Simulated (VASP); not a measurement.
# Sr (P6_3/mmc) in VASP: further runs

Runs on Sr. Level: PBE. Tasks: relaxation of cell and atoms.

Everything below comes from runs of VASP 6.6.1. Logs are shortened: lines on timing, memory, paths and dates and some standing lists are left out, and cuts for length are marked.

### Step 1. The structure

The structure is hexagonal, space group P6_3/mmc (No. 194). The conventional cell has a = 4.272 Å, b = 4.272 Å, c = 7.008 Å, α = 90.00°, β = 90.00°, γ = 120.00°. Around Sr (site symmetry -6m2) lie 12 Sr at 4.27 to 4.28 Å.

This isn't the form of Sr at room conditions, which is fcc.

### Step 2. Relaxation of cell and atoms, PBE

Contents of INCAR:

```
SYSTEM = Sr
PREC     = Accurate       ! precision mode
ENCUT    = 520            ! plane-wave cutoff, eV
EDIFF    = 1E-7           ! SCF threshold, eV
ISMEAR   = 0              ! smearing method
SIGMA    = 0.1            ! smearing width, eV
LREAL    = .False.        ! projectors in reciprocal space
LASPH    = .True.         ! aspherical terms in the spheres
NELM     = 120            ! most SCF steps
ALGO     = Normal         ! electronic algorithm
ISIF     = 3              ! what is computed and relaxed
LWAVE    = .False.        ! write WAVECAR
LCHARG   = .False.        ! write CHGCAR
GGA      = PE             ! functional
IBRION   = 2              ! ionic algorithm
NSW      = 60             ! ionic steps
EDIFFG   = -0.005         ! ionic threshold
POTIM    = 0.3            ! step
```

Contents of KPOINTS:

```
regular mesh
0
Gamma
  12 12 6
  0 0 0
```

Contents of POSCAR:

```
Sr                                      
1.0
    4.2722776832      0.0000000000      0.0000000000
   -2.1361388416      3.6999010054      0.0000000000
   -0.0000000000      0.0000000000      7.0075974346
  Sr            
     2
Direct
     0.3333333300000021    0.6666666699999979    0.2500000000000000
     0.6666666699999979    0.3333333300000021    0.7500000000000000
```

Potentials or basis: VASP PAW PBE potentials, release 64 (Sr_sv).

Run with:

```
$ cat potpaw_PBE.64/Sr_sv/POTCAR > POTCAR
$ mpirun -np 1 vasp_std > vasp.out
```

OUTCAR:

```text
SYSTEM = Sr
   PREC = Accurate
   ENCUT = 520
   EDIFF = 1E-7
   ISMEAR = 0
   LREAL = .False.
   LASPH = .True.
   NELM = 120
   ISIF = 3
   GGA = PE
   IBRION = 2
   NSW = 60
   EDIFFG = -0.005
   POTIM = 0.3

 ion  position               nearest neighbor table
   1  0.333  0.667  0.250-   2 4.28   2 4.28   2 4.28   2 4.28   2 4.28   2 4.28
   2  0.667  0.333  0.750-   1 4.28   1 4.28   1 4.28   1 4.28   1 4.28   1 4.28

  LATTYP: Found a hexagonal cell.
 ALAT       =     4.2722776832
 C/A-ratio  =     1.6402485873

  Lattice vectors:

 A1 = (   4.2722776832,   0.0000000000,   0.0000000000)
 A2 = (  -2.1361388416,   3.6999010054,   0.0000000000)
 A3 = (   0.0000000000,   0.0000000000,   7.0075974346)

Analysis of symmetry for initial positions (statically):
=====================================================================
 Subroutine PRICEL returns:
 Original cell was already a primitive cell.

 Routine SETGRP: Setting up the symmetry group for a
 hexagonal supercell.

 Subroutine GETGRP returns: Found 24 space group operations
 (whereof 12 operations were pure point group operations)
 out of a pool of 24 trial point group operations.

The static configuration has the point symmetry D_3d.
 The point group associated with its full space group is D_6h.

Analysis of symmetry for dynamics (positions and initial velocities):
=====================================================================
 Subroutine PRICEL returns:
 Original cell was already a primitive cell.

 Routine SETGRP: Setting up the symmetry group for a
 hexagonal supercell.

 Subroutine GETGRP returns: Found 24 space group operations
 (whereof 12 operations were pure point group operations)
 out of a pool of 24 trial point group operations.

The dynamic configuration has the point symmetry D_3d.
 The point group associated with its full space group is D_6h.

 Subroutine INISYM returns: Found 24 space group operations
 (whereof 12 operations are pure point group operations),
 and found     1 'primitive' translations

----------------------------------------------------------------------------------------

                                     Primitive cell

  volume of cell :     110.7691

  direct lattice vectors                    reciprocal lattice vectors
     4.272277683  0.000000000  0.000000000     0.234067182  0.135138751  0.000000000
    -2.136138842  3.699901005  0.000000000     0.000000000  0.270277502  0.000000000
     0.000000000  0.000000000  7.007597435     0.000000000  0.000000000  0.142702261

  length of vectors
     4.272277683  4.272277683  7.007597435     0.270277502  0.270277502  0.142702261

  position of ions in fractional coordinates (direct lattice)
     0.333333330  0.666666670  0.250000000
     0.666666670  0.333333330  0.750000000

  ion indices of the primitive-cell ions
   primitive index   ion index
                 1           1
                 2           2

----------------------------------------------------------------------------------------

 KPOINTS: regular mesh

Automatic generation of k-mesh.
 Grid dimensions read from file:
 generate k-points for:   12   12    6

 Generating k-lattice:

  Cartesian coordinates                     Fractional coordinates (reciprocal lattice)
     0.019505599  0.011261563  0.000000000     0.083333333 -0.000000000  0.000000000
     0.000000000  0.022523125  0.000000000     0.000000000  0.083333333  0.000000000
     0.000000000  0.000000000  0.023783710     0.000000000  0.000000000  0.166666667

  Length of vectors
     0.022523125  0.022523125  0.023783710

  Shift w.r.t. Gamma in fractional coordinates (k-lattice)
     0.000000000  0.000000000  0.000000000

 Subroutine IBZKPT returns following result:
 ===========================================

 Found     76 irreducible k-points:

 Following reciprocal coordinates:
            Coordinates               Weight
  0.000000  0.000000  0.000000      1.000000
  0.083333  0.000000  0.000000      6.000000
  0.166667  0.000000  0.000000      6.000000
  0.250000  0.000000  0.000000      6.000000
  0.333333  0.000000  0.000000      6.000000
  0.416667  0.000000  0.000000      6.000000
[... 16 lines left out ...]
  0.250000  0.000000  0.166667     12.000000
  0.333333  0.000000  0.166667     12.000000
 [... further k-points ...]
   k-points           NKPTS =     76   k-points in BZ     NKDIM =     76   number of bands    NBANDS=     14
   number of dos      NEDOS =    301   number of ions     NIONS =      2
   total plane-waves  NPLWV =  55296
   dimension x,y,z NGX =    32 NGY =   32 NGZ =   54
   dimension x,y,z NGXF=    64 NGYF=   64 NGZF=  108
   ions per type =               2
   NGX,Y,Z   is equivalent  to a cutoff of  12.45, 12.45, 12.81 a.u.
   NGXF,Y,Z  is equivalent  to a cutoff of  24.90, 24.90, 25.62 a.u.
 SYSTEM =  Sr
   PREC   = accura    normal or accurate (medium, high low for compatibility)
   ISTART =      0    job   : 0-new  1-cont  2-samecut
   ICHARG =      2    charge: 1-file 2-atom 10-const
   ISPIN  =      1    spin polarized calculation?
   LNONCOLLINEAR =      F non collinear calculations
   LSORBIT =      F    spin-orbit coupling
   LASPH  =      T    aspherical Exc in radial PAW
   ENCUT  =  520.0 eV  38.22 Ry    6.18 a.u.   7.94  7.94 13.03*2*pi/ulx,y,z
   NELM   =    120;   NELMIN=  2; NELMDL= -5     # of ELM steps
   EDIFF  = 0.1E-06   stopping-criterion for ELM
   LREAL  =      F    real-space projection
   EDIFFG = -.5E-02   stopping-criterion for IOM
   NSW    =     60    number of steps for IOM
   IBRION =      2    ionic relax: 0-MD 1-quasi-New 2-CG
   NFREE  =      1    steps in history (QN), initial steepest desc. (CG)
   ISIF   =      3    stress and relaxation
   ISYM   =      2    0-nonsym 1-usesym 2-fastsym
   POTIM  = 0.3000    time-step for ionic-motion
   TEBEG  =    0.0;   TEEND  =   0.0 temperature during run
   PSTRESS=    0.0 pullay stress
   NELECT =      20.0000    total number of electrons
   NUPDOWN=      -1.0000    fix difference up-down
   EMIN   =  10.00;   EMAX   =-10.00  energy-range for DOS
   EFERMI =   0.00;   METHOD = LEGACY
   ISMEAR =     0;   SIGMA  =   0.10  broadening in eV -4-tet -1-fermi 0-gaus
   EFERMI_NEDOS =   21; number of points for ismear=-14 and -15
   IALGO  =     38    algorithm
   IMIX   =      4    mixing-type and parameters
     AMIX     =   0.40;   BMIX     =  1.00
     AMIX_MAG =   1.60;   BMIX_MAG =  1.00
  volume/ion in A,a.u.               =      55.38       373.75
  Fermi-wavevector in a.u.,A,eV,Ry     =   0.925292  1.748547 11.648824  0.856164
  Thomas-Fermi vector in A             =   2.051130
   LORBIT       =      0    0 simple, 1 ext, 2 COOP (PROOUT), +10 PAW based schemes
   GGA     = PE    functional components
   LHFCALC =     F    Hartree Fock is set to
   AEXX    =    0.0000 exact exchange contribution
   IVDW    =     0    specifies the selected vdW correction
   LEPSILON=     F    determine dielectric tensor
   LRPA    =     F    only Hartree local field effects (RPA)
 conjugate gradient relaxation of ions
 non-spin polarized calculation
 Gauss-broadening in eV      SIGMA  =   0.10
  energy-cutoff  :      520.00
  volume of cell :      110.77
 maximum number of plane-waves:      3008
 NGX is ok and might be reduce to    32
   NGX = 15   NGY = 15   NGZ = 27

--------------------------------------- Ionic step        1  -------------------------------------------

 number of electron      20.0000001 magnetization

 Free energy of the ion-electron system (eV)
  ---------------------------------------------------
  ext. energy  EPLUGINS =         0.00000000
  ---------------------------------------------------
  free energy    TOTEN  =        -3.27469783 eV

  energy without entropy =       -3.26219851  energy(sigma->0) =       -3.26844817

------------------------ aborting loop because EDIFF is reached ----------------------------------------

  FORCE on cell =-STRESS in cart. coord.  units (eV):
  Direction    XX          YY          ZZ          XY          YZ          ZX
  --------------------------------------------------------------------------------------
  -------------------------------------------------------------------------------------
  Total       -0.0126204     -0.0126204      0.0132680     -0.0000000      0.0000000      0.0000000
  in kB       -0.1825430     -0.1825430      0.1919095     -0.0000000      0.0000000      0.0000000
  external PRESSURE =      -0.0577255 kB  Pullay stress =       0.0000000 kB
[... 57 lines left out ...]
  energy  without entropy=       -3.2621984090  energy(sigma->0) =       -3.26845126

--------------------------------------- Ionic step        3  -------------------------------------------

 number of electron      20.0000001 magnetization

 Free energy of the ion-electron system (eV)
  ---------------------------------------------------
  ext. energy  EPLUGINS =         0.00000000
  ---------------------------------------------------
  free energy    TOTEN  =        -3.27471405 eV

  energy without entropy =       -3.26218948  energy(sigma->0) =       -3.26845176

 E-fermi :   1.5818     XC(G=0):  -7.3313

 val. band max:        1.5799027328   @ k =   0.1667   0.1667   0.0000
 cond. band min:       1.5867660750   @ k =   0.0833   0.0000   0.0000
 fundamental gap:      0.0068633422
 Fermi energy:         1.5817910468

 k-point     1 :       0.0000    0.0000    0.0000
  band No.  band energies     occupation
      1     -35.0653      2.00000
      2     -35.0522      2.00000
      3     -17.1402      2.00000
      4     -16.9807      2.00000
      5     -16.9807      2.00000
      6     -16.9553      2.00000
      7     -16.9553      2.00000
      8     -16.9520      2.00000
      9      -2.0762      2.00000
     10       0.4200      2.00000
     11       1.5958      0.84318
     12       3.8365      0.00000
     13       3.8649      0.00000
     14       3.8649      0.00000
[... 375 lines left out ...]
 k-point    24 :       0.3333    0.0000    0.1667
  band No.  band energies     occupation
      1     -35.0551      2.00000
      2     -35.0485      2.00000
      3     -17.1068      2.00000
      4     -17.0763      2.00000
      5     -17.0593      2.00000
      6     -17.0115      2.00000
      7     -16.9790      2.00000
      8     -16.9780      2.00000
      9      -0.5604      2.00000
     10       1.1228      2.00000
     11       1.8928      0.00001
     12       2.1263      0.00000
     13       3.1750      0.00000
     14       3.2399      0.00000

 [... further k-points ...]

------------------------ aborting loop because EDIFF is reached ----------------------------------------

  FORCE on cell =-STRESS in cart. coord.  units (eV):
  Direction    XX          YY          ZZ          XY          YZ          ZX
  --------------------------------------------------------------------------------------
  -------------------------------------------------------------------------------------
  Total        0.0001523      0.0001523      0.0054854     -0.0000000      0.0000000      0.0000000
  in kB        0.0022049      0.0022049      0.0793959     -0.0000000      0.0000000      0.0000000
  external PRESSURE =       0.0279352 kB  Pullay stress =       0.0000000 kB
[... 17 lines left out ...]
  FREE ENERGIE OF THE ION-ELECTRON SYSTEM (eV)
  ---------------------------------------------------
  free  energy   TOTEN  =        -3.2747140495 eV

  energy  without entropy=       -3.2621894800  energy(sigma->0) =       -3.26845176

 reached required accuracy - stopping structural energy minimisation
```

It took 2.6 min on 1 thread of Intel Xeon Platinum 8559C (Emerald Rapids), shared host; peak memory 0.29 GiB.

What came out:

- Free energy: -3.2747 eV
- Relaxed volume: 55.35 Å³/atom
- Relaxed cell: a = 4.269 Å, b = 4.269 Å, c = 7.013 Å, α = 90.00°, β = 90.00°, γ = 120.00°
- Space group after relaxing (to 0.05 Å): P6_3/mmc (No. 194)
- Energy gained by relaxing: 0.0 meV/atom
- Ionic steps: 3
- Pressure after relaxing: 0.0 GPa
- Band gap on the k mesh: none (metal or under the smearing width)

Final structure:
```xyz
2
Lattice="4.2692 0.0000 0.0000 -2.1346 3.6972 0.0000 0.0000 0.0000 7.0130" Properties=species:S:1:pos:R:3 pbc="T T T"
Sr    0.0000    2.4648    1.7532
Sr    2.1346    1.2324    5.2597
```

(Part 1 of 2 ends here.)
